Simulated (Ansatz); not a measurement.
## The gap of NaSrI3 (cubic perovskite) (Pm-3m): a ladder of methods and an error budget

Aim: a best estimate of the quasiparticle gap of NaSrI3 (cubic perovskite) (Pm-3m), with each correction and its cost laid out.

Program: Ansatz 0.2.0. Level of theory: density functionals, hybrids, G0W0, plane waves, PAW. Results are calculated unless marked as measured.

The structure was built from a prototype and need not be the compound's stable phase.

### 1. Set-up

The structure is cubic, space group Pm-3m (No. 221). Conventional cell: a = 6.614 Å, b = 6.614 Å, c = 6.614 Å, α = 90.00°, β = 90.00°, γ = 90.00°. Nearest to Na lie 12 I at 4.68 Å. Nearest to Sr lie 6 I at 3.31 Å. Nearest to I lie 2 Sr at 3.31 Å. It derives from I3Na1Sr1. Farther neighbours and most contacts between anions are not listed.

The start is a generated structure, not a measured one. The structure type comes from a generator and need not be one that this composition takes. Spin-orbit coupling is left out unless a step names it. The default PAW set here is soft_2. Its files were made with PBE.

### 2. Relaxing the structure

A relaxation at this level of theory: leftover forces would pass straight into the levels.

This step: DFT, PBEsol, plane waves, PAW.

Contents of input.yaml:

```yaml
crystal:
  lattice:
    - [6.61370638, 0.0, 0.0]
    - [0.0, 6.61370638, 0.0]
    - [0.0, 0.0, 6.61370638]
  atoms:
    - { symbol: Na, position: [0.0, 0.0, 0.0] }
    - { symbol: Sr, position: [0.5, 0.5, 0.5] }
    - { symbol: I, position: [0.5, 0.5, 0.0] }
    - { symbol: I, position: [0.5, 0.0, 0.5] }
    - { symbol: I, position: [0.0, 0.5, 0.5] }
kpoints:
  mp_grid: { grid: [4, 4, 4] }
hamiltonian:
  xc: pbesol
scf:
  occupations: { method: fermi_dirac, width: 0.02 }
relax:
  f_tol: 0.01
  max_steps: 100
  cell: {}
output:
  write_density: true
  write_potential: true
  elf: true
  volumetric_format: npy
```

Command:

```
$ ansatz run input.yaml --threads 4 --pin off --max-ram 17510MiB --backend cpu --events-out ev --progress --plain --runs-dir out
```

Numbers of over 12 decimals in the logs are rounded to 6 here.

Output:

```text
Engine: ansatz 0.2.0, aarch64-unknown-linux-gnu
Pseudopotentials: kind: paw
Pseudopotential: Na, paw, valence charge 9, recommended cutoff 420 eV (normal), Na.paw.azcp
Pseudopotential: Sr, paw, valence charge 10, recommended cutoff 420 eV (normal), Sr.paw.azcp
Pseudopotential: I, paw, valence charge 17, recommended cutoff 420 eV (normal), I.paw.azcp
Functional definition: PBEsol
  exchange = pbesol_x
  correlation = pbesol_c
Crystal: 5 atoms, lattice volume = 289.291 Å³
Basis set: ecut = 420 eV, 5695 PW (Γ), exchange–correlation on 90×90×90 points (8 copies of the dense FFT grid, shifted against one another)
Bands: 42, of which v1, the nominal top of the filled ones, is band 35 counted from 1 (34 counted from 0)
Symmetry: 48 space group operations
Space group: Pm-3m (ITA 221), of the structure as read, at distance tolerance 6.6e-5 Å
k-points: 10 of 64
Non-local potential: Na, projectors of the file, l = 0: 3, l = 1: 2, l = 2: 1
Non-local potential: Sr, projectors of the file, l = 0: 3, l = 1: 2, l = 2: 2
Non-local potential: I, projectors of the file, l = 0: 2, l = 1: 2, l = 2: 2, l = 3: 2
PAW form: soft (Blöchl's): semilocal exchange-correlation on the pseudo side does not see the compensation charge
PAW frozen core: Na, regenerated for the run's functional, and the local potential with it (the file was generated under x = pbe(κ = 0.804, μ = 0.219515), c = pbe(β = 0.066725))
PAW frozen core: Sr, regenerated for the run's functional, and the local potential with it (the file was generated under x = pbe(κ = 0.804, μ = 0.219515), c = pbe(β = 0.066725))
PAW frozen core: I, regenerated for the run's functional, and the local potential with it (the file was generated under x = pbe(κ = 0.804, μ = 0.219515), c = pbe(β = 0.066725))
PAW one-centre angular grid: Na, 110 points (default); XC on 64 Gauss nodes
PAW one-centre angular grid: Sr, 110 points (default); XC on 64 Gauss nodes
PAW one-centre angular grid: I, 590 points (default); XC on 64 Gauss nodes
Initial density: superposition of atomic densities (neutral atoms: chi_scale 0, normalization atom), corrected by the library's trained network
Initial wavefunctions: pseudopotential atomic-orbital guess
Functional: x = pbesol(κ = 0.804, μ = 0.123457), c = pbesol(β = 0.046)
SCF iter   1: F=—  HF=-27271.183329 eV  |F-HF|=—  |Δ(HF+E_count)|=         —  Δρ=1.56e-3  dr2=6.07e-3  ethr=1.77e-3  ⟨swp⟩=11.3  Hψ=2188  notcnv=0
preconditioner: auto → Resta (q_TF=auto, 2.154 Å⁻¹)  ε∞=2.7  [insulator: Δε(μ)=2.478 eV  Ē_g=8.208 eV  σ=0.020 eV  W_gap=1.00  n_scr=56 (ndim 8)  ℏωp=10.7 eV  f_vac=0.317  D(μ)=0.00/eV (n_scr^D=0)  ε∞_Penn≈2.7]
[...]
basis re-selected at this cell: Δ(F+E_penalty+E_count) = +2.505e-3 eV, ΔP = -0.001 GPa vs the last step (what re-selecting the basis moved, of the pressure what is left beyond the Pulay correction that the steps carried, after the strain that the cell walked since its last selection, with what the two solves' SCF thresholds leave and, on support functions, any second-order correction that the steps lacked; it is no m [...]
SCF converged after 6 iterations
Free energy (F): -27271.403254 eV
Harris-Foulkes:  -27271.403254 eV  (|F-HF|=1.09e-11)
Internal energy: -27271.403254 eV  (E = F + TS)
E sigma→0 (E₀):  -27271.403254 eV
Fermi energy:    3.313436 eV
--- Per-component energies (eV) ---
  E_band       = -1649.132869
  E_kinetic    = 933.265187
  E_local      = -9539.324001  (includes V_loc(G=0)·N_el)
  E_nonlocal   = 54.251824
  E_hartree    = 4417.052204
  E_xc         = -590.632928
  E_vxc        = -595.226715  (∫ρ·V_xc dr)
  E_paw        = -17110.151557  (= ΣΔE_a)
  E_vpaw       = -1336.203785  (= ΣTr[D̂ρ^β])
  E_aug_tail   = 0.000012  (compensation charges beyond the density's cutoff)
  E_ewald      = -5437.289462
  E_core_change = 1.425467  (= ΣΔE_core)
  E_smearing   = -0.000000  (= −TS)
  E_closure    = -0.000000  (closes the sum)
  Σ components = -27271.403254   (vs F -27271.403254, Δ=0.00e0)
--- Forces (eV/Å), atoms counted from 1 ---
  atom   1  Na    -0.00000000     0.00000000     0.00000000
  atom   2  Sr    -0.00000000     0.00000000    -0.00000000
  atom   3  I     -0.00000000    -0.00000000    -0.00000000
  atom   4  I     -0.00000000     0.00000000    -0.00000000
  atom   5  I      0.00000000    -0.00000000    -0.00000000
  max |Σ_I F_I| component: 1.96e-28 eV/Å
--- Stress (GPa, compression-positive) ---
       -0.039987      -0.000000      -0.000000
       -0.000000      -0.039987       0.000000
       -0.000000       0.000000      -0.039987
  P = ⅓ Tr σ = -0.0400 GPa (-0.400 kbar)
--- Band table (eV; the first three rows and the last of 10) ---
  k-point 0: bands = [... 31 lower, 1.5135, 1.7972, 1.7972, 1.7972, 4.5055, 6.1375, 6.1375, 6.1375, ... 3 higher]
  k-point 1: bands = [... 31 lower, 1.3702, 1.4513, 1.7310, 1.7310, 4.9733, 6.1863, 6.6667, 6.6667, ... 3 higher]
  k-point 2: bands = [... 31 lower, 1.1408, 1.3920, 1.7092, 1.7092, 5.6915, 6.2389, 6.4818, 7.3384, ... 3 higher]
  k-point 9: bands = [... 31 lower, 0.6712, 2.0752, 2.0752, 2.0752, 4.9515, 7.8079, 7.8079, 7.8079, ... 3 higher]
--- Relaxed structure (4 steps of the walk, 4 accepted, 1 SCFs on fresh bases) ---
  F+E_penalty+E_count = -27271.40325356 eV   max|allowed force component| = 7.862e-29 eV/Å   (the final SCF, on the basis selected at the relaxed cell)
  cell:  # Å, volume = 250.4870 Å³
    - [6.303693, 0, 0]
    - [0, 6.303693, 0.0]
    - [0, 0.0, 6.303693]
  atoms:
    - { symbol: Na, position: [0, 0, 0] }
    - { symbol: Sr, position: [0.500000, 0.500000, 0.500000] }
    - { symbol: I, position: [0.500000, 0.500000, 0] }
    - { symbol: I, position: [0.500000, 0, 0.500000] }
    - { symbol: I, position: [0, 0.500000, 0.500000] }
```

Wall time 12 s (4 threads of Arm Neoverse V1, shared host); peak memory 0.68 GiB; 42 s of CPU time.

Step by step:

| step | energy less that of the first step (eV) | largest force component (eV/Å) | pressure (GPa) | volume (Å³) |
| --- | --- | --- | --- | --- |
| 1 | 0.0000 | 0.0000 | -1.54 | 289.29 |
| 2 | -0.1134 | 0.0000 | -1.17 | 276.08 |
| 3 | -0.2066 | 0.0000 | 0.56 | 241.23 |
| 4 | -0.2205 | 0.0000 | -0.04 | 250.49 |
| 5* | -0.2180 | 0.0000 | -0.04 | 250.49 |

Relaxation steps marked * repeat the geometry before them on a plane-wave basis chosen anew for their cell, so energy and pressure can jump there.

The run keeps the 48 symmetry operations that it works with, so distortions that break them were not tested.

| conventional cell, symmetrised | before | after | change |
| --- | --- | --- | --- |
| a (Å) | 6.614 | 6.304 | -4.7 % |
| b (Å) | 6.614 | 6.304 | -4.7 % |
| c (Å) | 6.614 | 6.304 | -4.7 % |
| volume (Å³/atom) | 57.86 | 50.10 | -13.4 % |

Final coordinates:

```xyz
5
Lattice="6.3037 0.0000 0.0000 0.0000 6.3037 0.0000 0.0000 0.0000 6.3037" Properties=species:S:1:pos:R:3 pbc="T T T"
Na    0.0000    0.0000    0.0000
Sr    3.1518    3.1518    3.1518
I     3.1518    3.1518    0.0000
I     3.1518    0.0000    3.1518
I     0.0000    3.1518    3.1518
```

### 3. PBEsol bands

The cheap functional maps the bands first; the places of the edges decide which points the dearer methods must see.

Contents of input.yaml:

```yaml
crystal:
  lattice:
    - [6.3036929043, 0.0, 0.0]
    - [0.0, 6.3036929043, 0.0]
    - [0.0, 0.0, 6.3036929043]
  atoms:
    - { symbol: Na, position: [0.0, 0.0, 0.0] }
    - { symbol: Sr, position: [0.5, 0.5, 0.5] }
    - { symbol: I, position: [0.5, 0.5, 0.0] }
    - { symbol: I, position: [0.5, 0.0, 0.5] }
    - { symbol: I, position: [0.0, 0.5, 0.5] }
kpoints:
  mp_grid: { grid: [4, 4, 4] }
  band_path:
    path:
      - [[0.0, 0.0, 0.0], [0.0, 0.5, 0.0], [0.5, 0.5, 0.0], [0.0, 0.0, 0.0], [0.5, 0.5, 0.5], [0.0, 0.5, 0.0]]
      - [[0.5, 0.5, 0.5], [0.5, 0.5, 0.0]]
    npoints: 10
hamiltonian:
  xc: pbesol
scf:
  occupations: { method: fermi_dirac, width: 0.02 }
  n_extra_bands: 5
output:
  eigenvalues: true
  forces: true
  stress: true
  write_density: true
  write_potential: true
  elf: true
  volumetric_format: npy
```

Output:

```text
[...]
Crystal: 5 atoms, lattice volume = 250.487 Å³
Basis set: ecut = 420 eV, 4945 PW (Γ), exchange–correlation on 90×90×90 points (8 copies of the dense FFT grid, shifted against one another)
Bands: 40, of which v1, the nominal top of the filled ones, is band 35 counted from 1 (34 counted from 0)
Symmetry: 48 space group operations
[...]
k-points: 10 of 64
[...]
SCF iter   1: F=—  HF=-27271.401462 eV  |F-HF|=—  |Δ(HF+E_count)|=         —  Δρ=1.46e-3  dr2=4.81e-3  ethr=1.77e-3  ⟨swp⟩=12.2  Hψ=2085  notcnv=0
[...]
SCF iter   7: F=-27271.403254 eV  HF=-27271.403254 eV  |F-HF|=1.52e-8  |Δ(HF+E_count)|=   1.49e-7  Δρ=2.83e-6  dr2=4.79e-8  ethr=1.43e-10  ⟨swp⟩=15.1  Hψ=3575  notcnv=0
SCF 1 converged in 7 iterations: F = -27271.403254 eV  dr2 = 4.79e-8
[...]
NSCF: frozen V_eff on 62 k-points
SCF converged after 7 iterations
Free energy (F): -27271.403254 eV
[...]
Internal energy: -27271.403254 eV  (E = F + TS)
E sigma→0 (E₀):  -27271.403254 eV
Fermi energy:    3.313480 eV
[...]
--- Stress (GPa, compression-positive) ---
       -0.039966       0.000000       0.000000
       -0.000000      -0.039966      -0.000000
       -0.000000      -0.000000      -0.039966
  P = ⅓ Tr σ = -0.0400 GPa (-0.400 kbar)
--- Band table (eV; the first three rows and the last of 10) ---
  k-point 0: bands = [... 31 lower, 1.5135, 1.7973, 1.7973, 1.7973, 4.5055, 6.1375, 6.1375, 6.1375, ... 1 higher]
  k-point 1: bands = [... 31 lower, 1.3703, 1.4513, 1.7310, 1.7310, 4.9734, 6.1863, 6.6667, 6.6667, ... 1 higher]
  k-point 2: bands = [... 31 lower, 1.1409, 1.3920, 1.7093, 1.7093, 5.6915, 6.2389, 6.4818, 7.3385, ... 1 higher]
  k-point 9: bands = [... 31 lower, 0.6713, 2.0753, 2.0753, 2.0753, 4.9515, 7.8078, 7.8078, 7.8078, ... 1 higher]
```

Wall time 6.1 s (4 threads); peak memory 0.7 GiB.

Numbers from this step:

```yaml
pressure: -0.03997 GPa
filled_bands: 35
gap: 2.430 eV
valence_top_at: R
conduction_bottom_at: Γ
least_direct_gap: 2.708 eV
```

The gap is indirect, with the least direct gap 0.28 eV higher.

Electronic bands along the path, in eV, zero at the top of the highest nominally filled band:

| point | band 32 | band 33 | band 34 | band 35 | band 36 | band 37 | band 38 | band 39 |
| --- | --- | --- | --- | --- | --- | --- | --- | --- |
| Γ | -0.56 | -0.28 | -0.28 | -0.28 | 2.43 | 4.06 | 4.06 | 4.06 |
| halfway | -0.70 | -0.62 | -0.34 | -0.34 | 2.90 | 4.11 | 4.59 | 4.59 |
| X | -0.93 | -0.68 | -0.37 | -0.37 | 3.62 | 4.16 | 4.41 | 5.26 |
| halfway | -0.92 | -0.68 | -0.58 | -0.26 | 3.64 | 4.70 | 4.88 | 5.29 |
| M | -0.91 | -0.91 | -0.91 | -0.01 | 3.66 | 5.35 | 5.45 | 5.45 |
| halfway | -0.74 | -0.64 | -0.50 | -0.34 | 3.21 | 4.58 | 4.70 | 4.84 |
| Γ | -0.56 | -0.28 | -0.28 | -0.28 | 2.43 | 4.06 | 4.06 | 4.06 |
| halfway | -1.13 | -0.36 | -0.36 | -0.30 | 3.32 | 4.49 | 5.01 | 5.01 |
| R | -1.40 | 0.00 | 0.00 | 0.00 | 2.88 | 5.73 | 5.73 | 5.73 |
| halfway | -1.14 | -0.35 | -0.34 | -0.21 | 3.40 | 4.72 | 5.05 | 5.61 |
| X | -0.93 | -0.68 | -0.37 | -0.37 | 3.62 | 4.16 | 4.41 | 5.26 |
| jump to R | -1.40 | 0.00 | 0.00 | 0.00 | 2.88 | 5.73 | 5.73 | 5.73 |
| halfway | -1.28 | -0.28 | -0.28 | 0.00 | 3.19 | 5.29 | 5.29 | 5.88 |
| M | -0.91 | -0.91 | -0.91 | -0.01 | 3.66 | 5.35 | 5.45 | 5.45 |

Valence density in the ac plane at fractional y = 0.500, with atoms of Sr and I within 0.2 Å of it. It is the smooth field of the valence electrons, not physical close to the nuclei.

Ten steps, logarithmic in the rise over the least value, from '_' (0 e/Å³) to '@' (17 e/Å³), each cell a mean:
```
__________..--**%%@@##==::..________
__________..::==****++--::..________
__________....::------::..__________
____________....::::::..____________
....__________........__________....
::::....______..::::....______..::::
++==--::..__..--======::..__..::--==
%%**==::....::==++++++==....::--++##
@@%%++--....--++++++++==::..::--**@@
@@##==::....--++++++++==::..::--**%%
**++--::....::==++++==--......::==**
----::..____..::----::..____....::--
::....________........________......
______________..........____________
____________..::::--::::..__________
__________..::--==++==--..__________
__________..--++##%%**==::..________
__________::--**@@@@%%++::..________
```
Columns run along a (6.3 Å), rows up along c (6.3 Å). Atoms in or near the plane, at fractional coordinates: Sr at (0.50, 0.50), I at (0.50, 0.00), I at (0.00, 0.50).

ELF in the ac plane at fractional y = 0.500, with atoms of Sr and I within 0.2 Å of it. It is the smooth field of the valence electrons, not physical close to the nuclei.

Ten even steps from '_' (0.00) to '@' (0.84), each cell a mean:
```
______--##@@%%**--::==##%%%%++..____
______..++%%%%##**++**%%%%##--______
::..____::**%%%%%%%%%%%%%%++..____..
**==::____--**##%%%%%%##++..__..--++
@@%%**--____..::::::::....__..++##%%
%%%%%%##::____::====--..__..++%%%%%%
**##%%%%==__--##@@@@@@++....##%%%%##
--++##%%++..**@@%%##@@@@--::%%%%**==
==--**%%++..##@@==..##@@==::%%%%++::
::==##%%++..##@@**==%%@@==::%%%%**--
++**%%%%++..==@@@@@@@@##::::##%%##**
##%%%%%%--__..==####**--__..**%%%%%%
@@@@%%++..____........______--**%%@@
##**==..__..--++++++++==::____::++##
--::..__..++%%%%%%%%%%%%##--____..--
______..==%%%%%%##**##%%%%**::______
______::**@@%%**==--++##%%%%==..____
______--##@@##++::==--**%%@@**::____
```
Columns run along a (6.3 Å), rows up along c (6.3 Å). Atoms in or near the plane, at fractional coordinates: Sr at (0.50, 0.50), I at (0.50, 0.00), I at (0.00, 0.50).

### 4. PBEsol+SOC

Spin-orbit coupling can split or shift the edges; a non-collinear run measures by how much.

This step: DFT, PBEsol with spin-orbit coupling, plane waves, PAW.

input.yaml, the sections that differ from step 3:

```yaml
kpoints:
  mp_grid: { grid: [4, 4, 4] }
  band_path:
    path: [[0.0, 0.0, 0.0], [0.0, 0.5, 0.0], [0.5, 0.5, 0.0], [0.5, 0.5, 0.5]]
    npoints: 1
scf:
  occupations: { method: fixed }
  n_extra_bands: 10
magnetization:
  noncollinear: true
  spin_orbit: true
output:
  eigenvalues: true
  forces: true
  stress: true
# crystal, hamiltonian: as in step 3
```

Output:

```text
[...]
non-collinear run that drives no moment, with spin-orbit: no starting moment large enough to seed its density (crystal.atoms[].spin), no starting occupations that ask for one, no magnetisation constraint and no magnetic field, so the semilocal B_xc is pinned to zero
Crystal: 5 atoms, lattice volume = 250.487 Å³
[...]
k-point 0: bands = [... 66 lower, 2.1250, 2.1250, 2.1250, 2.1250, 4.5009, 4.5009, 6.1279, 6.1279, ... 6 higher]
  k-point 1: bands = [... 66 lower, 1.7384, 1.7384, 2.0594, 2.0594, 4.9722, 4.9722, 6.1830, 6.1830, ... 6 higher]
  k-point 2: bands = [... 66 lower, 1.5784, 1.5784, 2.0327, 2.0327, 5.6924, 5.6924, 6.2357, 6.2357, ... 6 higher]
  k-point 9: bands = [... 66 lower, 2.2822, 2.2822, 2.2822, 2.2822, 4.9464, 4.9464, 7.7612, 7.7612, ... 6 higher]
[key lines of the parts left out:]
SCF converged after 9 iterations
Magnetization: |M| = 0.0000 μB,  M = (+0.0000, +0.0000, +0.0000) μB
Free energy (F): -27280.925111 eV
Fermi energy:    2.282219 eV
P = ⅓ Tr σ = -0.0326 GPa (-0.326 kbar)
```

The job ended after 22 s (4 threads; peak memory 1.4 GiB; 85 s of CPU time).

Numbers from this step:

- pressure: -0.03260 GPa
- gap: 2.219 eV
- valence top at: R
- conduction bottom at: Γ
- least direct gap: 2.376 eV

The gap stands −0.21 eV against PBEsol.

### 5. r2SCAN

r2SCAN sits between gradient functionals and hybrids in what it does to gaps, at little more than semilocal cost.

This step: DFT, r2SCAN, plane waves, PAW.

Edit input.yaml of step 4 so:

```diff
@@ -17,9 +17,6 @@
 hamiltonian:
-  xc: pbesol
+  xc: r2scan
 scf:
   occupations: { method: fixed }
-  n_extra_bands: 10
-magnetization:
-  noncollinear: true
-  spin_orbit: true
+  n_extra_bands: 5
 output:
@@ -28 +25,5 @@
   stress: true
+  write_density: true
+  write_potential: true
+  elf: true
+  volumetric_format: npy
```

Output:

```text
[...]
Crystal: 5 atoms, lattice volume = 250.487 Å³
Basis set: ecut = 500 eV, 6403 PW (Γ), exchange–correlation on 192×192×192 points (64 copies of the dense FFT grid, shifted against one another)
Bands: 40, of which v1, the nominal top of the filled ones, is band 35 counted from 1 (34 counted from 0)
Symmetry: 48 space group operations
[...]
k-points: 10 of 64
[...]
k-point 0: bands = [... 31 lower, 1.2832, 1.5672, 1.5672, 1.5672, 4.9401, 6.5230, 6.5230, 6.5230, ... 1 higher]
  k-point 1: bands = [... 31 lower, 1.1481, 1.2230, 1.5019, 1.5019, 5.4006, 6.5763, 7.0579, 7.0579, ... 1 higher]
  k-point 2: bands = [... 31 lower, 0.9275, 1.1654, 1.4789, 1.4789, 6.1553, 6.6339, 6.8852, 7.7418, ... 1 higher]
  k-point 9: bands = [... 31 lower, 0.4536, 1.8546, 1.8546, 1.8546, 5.3646, 8.3295, 8.3295, 8.3295, ... 1 higher]
[key lines of the parts left out:]
SCF converged after 7 iterations
Free energy (F): -27635.415162 eV
Fermi energy:    1.854589 eV
P = ⅓ Tr σ = 0.6999 GPa (6.999 kbar)
```

Elapsed: 6.3 s, on 4 threads; peak memory 1.1 GiB; 24 s of CPU time.

This step gave:

| Property | Result |
| --- | --- |
| pressure | 0.6999 GPa |
| gap | 3.085 eV |
| valence top at | R |
| conduction bottom at | Γ |
| least direct gap | 3.373 eV |

The gap stands +0.66 eV against PBEsol.

### 6. HSE06

HSE06 mixes in a quarter of exact exchange at short range. Exchange couples all pairs of k points, which makes a full band path dear, so levels are read on the mesh and at chosen points.

This step: DFT, HSE06, plane waves, PAW.

Edit input.yaml of step 5 so:

```diff
@@ -12,3 +12,3 @@
 kpoints:
-  mp_grid: { grid: [4, 4, 4] }
+  mp_grid: { grid: [2, 2, 2] }
   band_path:
@@ -17,3 +17,3 @@
 hamiltonian:
-  xc: r2scan
+  xc: hse06
 scf:
@@ -23,4 +23,2 @@
   eigenvalues: true
-  forces: true
-  stress: true
   write_density: true
```

Output:

```text
[...]
davidson cushion auto → on  (no smearing: the cushion is to keep the highest requested band from converging to the state above it; pin scf.eigensolver.cushion to override)
Crystal: 5 atoms, lattice volume = 250.487 Å³
Basis set: ecut = 420 eV, 4945 PW (Γ)
Bands: 40, of which v1, the nominal top of the filled ones, is band 35 counted from 1 (34 counted from 0)
Symmetry: 48 space group operations
[...]
k-points: 4 of 8
[...]
E sigma→0 (E₀):  -27593.133497 eV
Fermi energy:    1.510730 eV
[...]
--- Band table (eV) ---
  k-point 0: bands = [... 31 lower, 0.9053, 1.2049, 1.2049, 1.2049, 4.8434, 6.6583, 6.6583, 6.6583, ... 1 higher]
  k-point 1: bands = [... 31 lower, 0.5348, 0.7865, 1.1104, 1.1104, 6.0201, 6.7789, 6.8979, 7.8945, ... 1 higher]
  k-point 2: bands = [... 31 lower, 0.5556, 0.5622, 0.5622, 1.5034, 6.0668, 7.7951, 7.9747, 7.9747, ... 1 higher]
  k-point 3: bands = [... 31 lower, 0.0352, 1.5107, 1.5107, 1.5107, 5.2564, 8.3182, 8.3182, 8.3182, ... 1 higher]
[key lines of the parts left out:]
Free energy (F): -27593.133497 eV
```

The job ended after 27 s (4 threads; peak memory 1.7 GiB).

This step gave:

| Quantity | Value |
| --- | --- |
| gap | 3.333 eV |
| valence top at | R |
| conduction bottom at | Γ |
| least direct gap | 3.638 eV |

The gap stands +0.90 eV against PBEsol.

[end of part 1 of 3]

[Paths, hosts, dates, memory and timing lines, banners, echoed tables and standing remarks are left out of the program output.]

[Logs are printed without paths, hosts, clocks, repeated set-up lines and the standing remarks that a program may print on its own settings, such as how far it seeks lower states.]

[Runs of the session that timed out or met a known fault of the program may be left out.]

[Cells called generated may have been cut or substituted from an entry of the Crystallography Open Database or the Materials Project.]

[Hosts, paths, dates, database ids (printed as entryN), source tags and the programs' standing remarks are cut or masked in the printed files.]
